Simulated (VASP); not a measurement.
# TiS2 (P-3m1) in VASP: notebook

The runs below take TiS2 through relaxation of cell and atoms, with PBE+D4.

All numbers are computed with VASP 6.6.1; they aren't measurements. Logs are shortened: lines on timing, memory, paths and dates and some standing lists are left out, and cuts for length are marked.

### Step 1. The structure

It takes space group P-3m1 (No. 164, trigonal). The conventional cell has a = 3.412 Å, b = 3.412 Å, c = 5.695 Å, α = 90.00°, β = 90.00°, γ = 120.00°. Ti (site symmetry -3m) is surrounded by 6 S at 2.43 Å. S (site symmetry 3m) has 3 Ti at 2.43 Å as nearest neighbours.

### Step 2. Relaxation of cell and atoms, PBE+D4

File INCAR:

```
SYSTEM = TiS2
PREC = Accurate ; ENCUT = 520
EDIFF = 1E-7 ; ISMEAR = 0
SIGMA = 0.02 ; LREAL = .FALSE.
LASPH = .TRUE. ; NELM = 80
ALGO = Fast ; ISIF = 3
LWAVE = .FALSE. ; LCHARG = .FALSE.
GGA = PE ; IVDW = 13
IBRION = 2 ; NSW = 80
EDIFFG = -0.002
```

File KPOINTS:

```
regular mesh
0
G
  12 12 6
  0 0 0
```

File POSCAR:

```
TiS2
1.0
    3.4120000000      0.0000000000      0.0000000000
   -1.7060000000      2.9548786800      0.0000000000
    0.0000000000      0.0000000000      5.6950000000
Ti S
1 2
Direct
    0.0000000000      0.0000000000      0.0000000000
    0.3333333300      0.6666666700      0.2500000000
    0.6666666700      0.3333333300      0.7500000000
```

Potentials or basis: VASP PAW PBE potentials, release 64 (Ti_sv, S).

The run is started by

```sh
> cat potpaw_PBE.64/Ti_sv/POTCAR potpaw_PBE.64/S/POTCAR > POTCAR
> mpirun -np 1 vasp_std > vasp.out
```

OUTCAR:

```text
SYSTEM = TiS2
   PREC = Accurate
   ENCUT = 520
   EDIFF = 1E-7
   ISMEAR = 0
   LREAL = .FALSE.
   LASPH = .TRUE.
   NELM = 80
   ISIF = 3
   GGA = PE
   IVDW = 13
   IBRION = 2
   NSW = 80
   EDIFFG = -0.002

 ion  position               nearest neighbor table
   1  0.000  0.000  0.000-   2 2.43   3 2.43   3 2.43   2 2.43   3 2.43   2 2.43
   2  0.333  0.667  0.250-   1 2.43   1 2.43   1 2.43
   3  0.667  0.333  0.750-   1 2.43   1 2.43   1 2.43

  LATTYP: Found a hexagonal cell.
 ALAT       =     3.4120000000
 C/A-ratio  =     1.6691090270

  Lattice vectors:

 A1 = (   3.4120000000,   0.0000000000,   0.0000000000)
 A2 = (  -1.7060000000,   2.9548786800,   0.0000000000)
 A3 = (   0.0000000000,   0.0000000000,   5.6950000000)

Analysis of symmetry for initial positions (statically):
=====================================================================
 Subroutine PRICEL returns:
 Original cell was already a primitive cell.

 Routine SETGRP: Setting up the symmetry group for a
 hexagonal supercell.

 Subroutine GETGRP returns: Found 12 space group operations
 (whereof 12 operations were pure point group operations)
 out of a pool of 24 trial point group operations.

The static configuration has the point symmetry D_3d.

Analysis of symmetry for dynamics (positions and initial velocities):
=====================================================================
 Subroutine PRICEL returns:
 Original cell was already a primitive cell.

 Routine SETGRP: Setting up the symmetry group for a
 hexagonal supercell.

 Subroutine GETGRP returns: Found 12 space group operations
 (whereof 12 operations were pure point group operations)
 out of a pool of 24 trial point group operations.

The dynamic configuration has the point symmetry D_3d.

 Subroutine INISYM returns: Found 12 space group operations
 (whereof 12 operations are pure point group operations),
 and found     1 'primitive' translations

----------------------------------------------------------------------------------------

                                     Primitive cell

  volume of cell :      57.4173

  direct lattice vectors                    reciprocal lattice vectors
     3.412000000  0.000000000  0.000000000     0.293083236  0.169211685  0.000000000
    -1.706000000  2.954878680  0.000000000     0.000000000  0.338423370  0.000000000
     0.000000000  0.000000000  5.695000000     0.000000000  0.000000000  0.175592625

  length of vectors
     3.412000000  3.412000002  5.695000000     0.338423370  0.338423370  0.175592625

  position of ions in fractional coordinates (direct lattice)
     0.000000000  0.000000000  0.000000000
     0.333333330  0.666666670  0.250000000
     0.666666670  0.333333330  0.750000000

  ion indices of the primitive-cell ions
   primitive index   ion index
                 1           1
                 2           2
                 3           3

----------------------------------------------------------------------------------------

 KPOINTS: regular mesh

Automatic generation of k-mesh.
 Grid dimensions read from file:
 generate k-points for:   12   12    6

 Generating k-lattice:

  Cartesian coordinates                     Fractional coordinates (reciprocal lattice)
     0.024423603  0.014100974  0.000000000     0.083333333  0.000000000  0.000000000
     0.000000000  0.028201947  0.000000000     0.000000000  0.083333333  0.000000000
     0.000000000  0.000000000  0.029265438     0.000000000  0.000000000  0.166666667

  Length of vectors
     0.028201947  0.028201947  0.029265438

  Shift w.r.t. Gamma in fractional coordinates (k-lattice)
     0.000000000  0.000000000  0.000000000

 Subroutine IBZKPT returns following result:
 ===========================================

 Found    100 irreducible k-points:

 Following reciprocal coordinates:
            Coordinates               Weight
  0.000000  0.000000  0.000000      1.000000
  0.083333  0.000000  0.000000      6.000000
  0.166667  0.000000  0.000000      6.000000
  0.250000  0.000000  0.000000      6.000000
  0.333333 -0.000000  0.000000      6.000000
  0.416667  0.000000  0.000000      6.000000
[... 16 lines left out ...]
  0.166667  0.000000  0.166667      6.000000
  0.000000  0.166667  0.166667      6.000000
 [... further k-points ...]
   k-points           NKPTS =    100   k-points in BZ     NKDIM =    100   number of bands    NBANDS=     16
   number of dos      NEDOS =    301   number of ions     NIONS =      3
   total plane-waves  NPLWV =  32928
   dimension x,y,z NGX =    28 NGY =   28 NGZ =   42
   dimension x,y,z NGXF=    56 NGYF=   56 NGZF=   84
   ions per type =               1   2
   NGX,Y,Z   is equivalent  to a cutoff of  13.64, 13.64, 12.26 a.u.
   NGXF,Y,Z  is equivalent  to a cutoff of  27.29, 27.29, 24.52 a.u.
 SYSTEM =  TiS2
   PREC   = accura    normal or accurate (medium, high low for compatibility)
   ISTART =      0    job   : 0-new  1-cont  2-samecut
   ICHARG =      2    charge: 1-file 2-atom 10-const
   ISPIN  =      1    spin polarized calculation?
   LNONCOLLINEAR =      F non collinear calculations
   LSORBIT =      F    spin-orbit coupling
   LASPH  =      T    aspherical Exc in radial PAW
   ENCUT  =  520.0 eV  38.22 Ry    6.18 a.u.   6.34  6.34 10.59*2*pi/ulx,y,z
   NELM   =     80;   NELMIN=  2; NELMDL= -5     # of ELM steps
   EDIFF  = 0.1E-06   stopping-criterion for ELM
   LREAL  =      F    real-space projection
   EDIFFG = -.2E-02   stopping-criterion for IOM
   NSW    =     80    number of steps for IOM
   IBRION =      2    ionic relax: 0-MD 1-quasi-New 2-CG
   NFREE  =      1    steps in history (QN), initial steepest desc. (CG)
   ISIF   =      3    stress and relaxation
   ISYM   =      2    0-nonsym 1-usesym 2-fastsym
   POTIM  = 0.5000    time-step for ionic-motion
   TEBEG  =    0.0;   TEEND  =   0.0 temperature during run
   PSTRESS=    0.0 pullay stress
   NELECT =      24.0000    total number of electrons
   NUPDOWN=      -1.0000    fix difference up-down
   EMIN   =  10.00;   EMAX   =-10.00  energy-range for DOS
   EFERMI =   0.00;   METHOD = LEGACY
   ISMEAR =     0;   SIGMA  =   0.02  broadening in eV -4-tet -1-fermi 0-gaus
   EFERMI_NEDOS =   21; number of points for ismear=-14 and -15
   IALGO  =     68    algorithm
   IMIX   =      4    mixing-type and parameters
     AMIX     =   0.40;   BMIX     =  1.00
     AMIX_MAG =   1.60;   BMIX_MAG =  1.00
  volume/ion in A,a.u.               =      19.14       129.16
  Fermi-wavevector in a.u.,A,eV,Ry     =   1.224046  2.313112 20.385458  1.498289
  Thomas-Fermi vector in A             =   2.359135
   LORBIT       =      0    0 simple, 1 ext, 2 COOP (PROOUT), +10 PAW based schemes
   GGA     = PE    functional components
   LHFCALC =     F    Hartree Fock is set to
   AEXX    =    0.0000 exact exchange contribution
   IVDW    =    13    specifies the selected vdW correction
   LEPSILON=     F    determine dielectric tensor
   LRPA    =     F    only Hartree local field effects (RPA)
 conjugate gradient relaxation of ions
 non-spin polarized calculation
 RMM-DIIS sequential band-by-band and
 Gauss-broadening in eV      SIGMA  =   0.02
  energy-cutoff  :      520.00
  volume of cell :       57.42
 maximum number of plane-waves:      1575
 NGX is ok and might be reduce to    28
   NGX = 13   NGY = 13   NGZ = 21

--------------------------------------- Ionic step        1  -------------------------------------------

 number of electron      23.9999999 magnetization

 Free energy of the ion-electron system (eV)
  ---------------------------------------------------
  ext. energy  EPLUGINS =         0.00000000
  ---------------------------------------------------
  free energy    TOTEN  =       -19.92864033 eV

  energy without entropy =      -19.92850645  energy(sigma->0) =      -19.92857339

------------------------ aborting loop because EDIFF is reached ----------------------------------------

  DFT-D4 for vdW energy calculation

  Edisp (eV):   -0.91421

  FORCE on cell =-STRESS in cart. coord.  units (eV):
  Direction    XX          YY          ZZ          XY          YZ          ZX
  --------------------------------------------------------------------------------------
  -------------------------------------------------------------------------------------
  Total      -0.86605    -0.86605    -0.55988    -0.00000     0.00000     0.00000
  in kB     -24.16629   -24.16629   -15.62295    -0.00000     0.00000     0.00000
  external pressure =      -21.32 kB  Pullay stress =        0.00 kB
[... 100 lines left out ...]
  FREE ENERGIE OF THE ION-ELECTRON SYSTEM (eV)
  ---------------------------------------------------
  free  energy   TOTEN  =       -20.8510949758 eV

  energy  without entropy=      -20.8509685131  energy(sigma->0) =      -20.85103174

[... ionic steps 4 to 27 ...]

--------------------------------------- Ionic step       28  -------------------------------------------

 number of electron      23.9999999 magnetization

------------------------ aborting loop because EDIFF is reached ----------------------------------------

  DFT-D4 for vdW energy calculation

  Edisp (eV):   -0.94604
[... 71 lines left out ...]
  energy  without entropy=      -20.8528941187  energy(sigma->0) =      -20.85297633

--------------------------------------- Ionic step       30  -------------------------------------------

 number of electron      23.9999999 magnetization

 Free energy of the ion-electron system (eV)
  ---------------------------------------------------
  ext. energy  EPLUGINS =         0.00000000
  ---------------------------------------------------
  free energy    TOTEN  =       -19.90644088 eV

  energy without entropy =      -19.90627685  energy(sigma->0) =      -19.90635887

 E-fermi :   5.8430     XC(G=0): -10.2877

 val. band max:        5.8403254475   @ k =   0.4167   0.0000   0.5000
 cond. band min:       5.8604117139   @ k =   0.0833   0.0000   0.0000
 fundamental gap:      0.0200862664
 Fermi energy:         5.8429717986

 k-point     1 :       0.0000    0.0000    0.0000
  band No.  band energies     occupation
      1     -51.7457      2.00000
      2     -27.9768      2.00000
      3     -27.9281      2.00000
      4     -27.9281      2.00000
      5      -8.0763      2.00000
      6      -6.2888      2.00000
[... 8 lines left out ...]
     15       6.7301      0.00000
     16       9.3318      0.00000
[... 420 lines left out ...]
  band No.  band energies     occupation
      1     -51.7422      2.00000
      2     -27.9698      2.00000
      3     -27.9642      2.00000
      4     -27.9363      2.00000
      5      -7.6777      2.00000
      6      -6.3329      2.00000
[... 8 lines left out ...]
     15       7.5075      0.00000
     16       9.0275      0.00000

 [... further k-points ...]

------------------------ aborting loop because EDIFF is reached ----------------------------------------

  DFT-D4 for vdW energy calculation

  Edisp (eV):   -0.94662

  FORCE on cell =-STRESS in cart. coord.  units (eV):
  Direction    XX          YY          ZZ          XY          YZ          ZX
  --------------------------------------------------------------------------------------
  -------------------------------------------------------------------------------------
  Total      -0.00154    -0.00154     0.00201     0.00000    -0.00000    -0.00000
  in kB      -0.04440    -0.04440     0.05803     0.00000    -0.00000    -0.00000
  external pressure =       -0.01 kB  Pullay stress =        0.00 kB
[... 18 lines left out ...]
  FREE ENERGIE OF THE ION-ELECTRON SYSTEM (eV)
  ---------------------------------------------------
  free  energy   TOTEN  =       -20.8530596536 eV

  energy  without entropy=      -20.8528956203  energy(sigma->0) =      -20.85297764

 reached required accuracy - stopping structural energy minimisation
```

Wall time 40 min (1 thread of Intel Xeon Platinum 8259CL at 2.50GHz (Skylake/Cascade Lake), shared host); peak memory 0.26 GiB.

What came out:

```yaml
Free_energy: -20.8531 eV
Relaxed_volume: 18.46 Å³/atom
Relaxed_cell: a = 3.375 Å, b = 3.375 Å, c = 5.614 Å, α = 90.00°, β = 90.00°, γ = 120.00°
Space_group_after_relaxing_to_0.05_Å: P-3m1 (No. 164)
Energy_gained_by_relaxing: 3.4 meV/atom
Ionic_steps: 30
Pressure_after_relaxing: 0.0 GPa
Band_gap_on_the_k_mesh: none (metal or under the smearing width)
Dispersion_energy_per_atom: -0.316 eV
```

Step by step:
```
step  energy change (eV)  largest force (eV/Å)  pressure (GPa)  volume (Å³)
   1              0.0000                0.1509           -2.13        57.42
   2             -0.0007                0.3460            2.10        55.33
   3             -0.0082                0.0971           -0.04        56.33
   4             -0.0093                0.0528           -0.04        56.19
   5             -0.0096                0.0090           -0.06        56.05
   6             -0.0096                0.0147           -0.05        56.07
   7             -0.0097                0.0182            0.00        56.00
   8             -0.0098                0.0296           -0.07        55.81
   9             -0.0097                0.0541            0.18        55.43
  10             -0.0082                0.0999            1.07        54.66
  11             -0.0096                0.0646            0.56        55.28
  12             -0.0097                0.0593            0.51        55.36
  13             -0.0097                0.0569            0.48        55.40
  14             -0.0097                0.0559            0.47        55.41
  15             -0.0099                0.0367            0.31        55.48
  16             -0.0101                0.0032            0.00        55.62
  17             -0.0101                0.0019           -0.01        55.62
  18             -0.0101                0.0011           -0.01        55.63
  19             -0.0101                0.0067           -0.02        55.64
  20             -0.0101                0.0088           -0.02        55.64
  21             -0.0101                0.0087           -0.03        55.63
  22             -0.0102                0.0092           -0.02        55.59
  23             -0.0102                0.0101            0.00        55.53
  24             -0.0102                0.0114            0.02        55.39
  25             -0.0102                0.0107            0.03        55.46
  26             -0.0102                0.0050           -0.02        55.45
  27             -0.0102                0.0002           -0.05        55.45
  28             -0.0102                0.0027           -0.04        55.42
  29             -0.0102                0.0047           -0.03        55.40
  30             -0.0102                0.0005            0.00        55.39
```

Final structure:
```cif
data_structure
_symmetry_space_group_name_H-M 'P 1'
_symmetry_Int_Tables_number 1
_cell_length_a 3.3754
_cell_length_b 3.3754
_cell_length_c 5.6135
_cell_angle_alpha 90.000
_cell_angle_beta 90.000
_cell_angle_gamma 120.000
_cell_volume 55.39
loop_
_atom_site_label
_atom_site_type_symbol
_atom_site_fract_x
_atom_site_fract_y
_atom_site_fract_z
_atom_site_occupancy
Ti1 Ti 0.00000 0.00000 0.00000 1
S1 S 0.33333 0.66667 0.25374 1
S2 S 0.66667 0.33333 0.74626 1
```

Caveat: pairwise dispersion overbinds metals, which lowers pressure and volume.

### Step 3. Relaxation of cell and atoms, PBE+D4

This run uses another cell than the first one, of 18.46 Å³/atom, 0.965 times its volume.

INCAR is that of step 2.

KPOINTS is that of step 2.

File POSCAR:

```
TiS2                                    
1.0
    3.3754317032      0.0000000000     -0.0000000000
   -1.6877158516      2.9232096059     -0.0000000000
   -0.0000000000      0.0000000000      5.6135481636
  Ti              S             
     1     2
Direct
     1.0000000000000000    0.0000000000000000    0.0000000000000000
     0.3333333300000021    0.6666666699999979    0.2537373634066982
     0.6666666699999979    0.3333333300000021    0.7462626365933019
```

Potentials or basis: VASP PAW PBE potentials, release 64 (Ti_sv, S).

The run is started by

```sh
> cat potpaw_PBE.64/Ti_sv/POTCAR potpaw_PBE.64/S/POTCAR > POTCAR
> mpirun -np 1 vasp_std > vasp.out
```

Wall time 5.3 min (1 thread of Intel Xeon Platinum 8259CL at 2.50GHz (Skylake/Cascade Lake), shared host); peak memory 0.23 GiB.

The run converged. Its results:

```yaml
Free_energy: -20.8524 eV
Pressure_after_relaxing: 0.0 GPa
Band_gap_on_the_k_mesh: none (metal or under the smearing width)
Dispersion_energy_per_atom: -0.316 eV
```

Final structure:
```yaml
crystal:
  lattice:
    - [3.37543, 0.00000, 0.00000]
    - [-1.68772, 2.92321, 0.00000]
    - [0.00000, 0.00000, 5.61355]
  atoms:
    - { symbol: Ti, position: [0.00000, 0.00000, 0.00000] }
    - { symbol: S, position: [0.33333, 0.66667, 0.25374] }
    - { symbol: S, position: [0.66667, 0.33333, 0.74626] }
```

Levels at points of the mesh, in eV from the Fermi level:
| k point | band 10 | band 11 | band 12 | band 13 | band 14 | band 15 |
| --- | --- | --- | --- | --- | --- | --- |
| (0.00, 0.00, 0.00) | 0.03 | 0.13 | 0.13 | 0.52 | 0.52 | 0.91 |
| (0.50, 0.00, 0.00) | -2.79 | -2.65 | -1.60 | 0.20 | 1.60 | 2.04 |
| (0.00, 0.00, 0.50) | -2.59 | -0.08 | -0.08 | 0.50 | 0.50 | 1.55 |
| (0.50, 0.00, 0.50) | -2.86 | -1.24 | -1.21 | -0.11 | 1.60 | 2.00 |

Caveat: the relaxation stopped at its first step, so nothing moved; pairwise dispersion overbinds metals, which lowers pressure and volume.
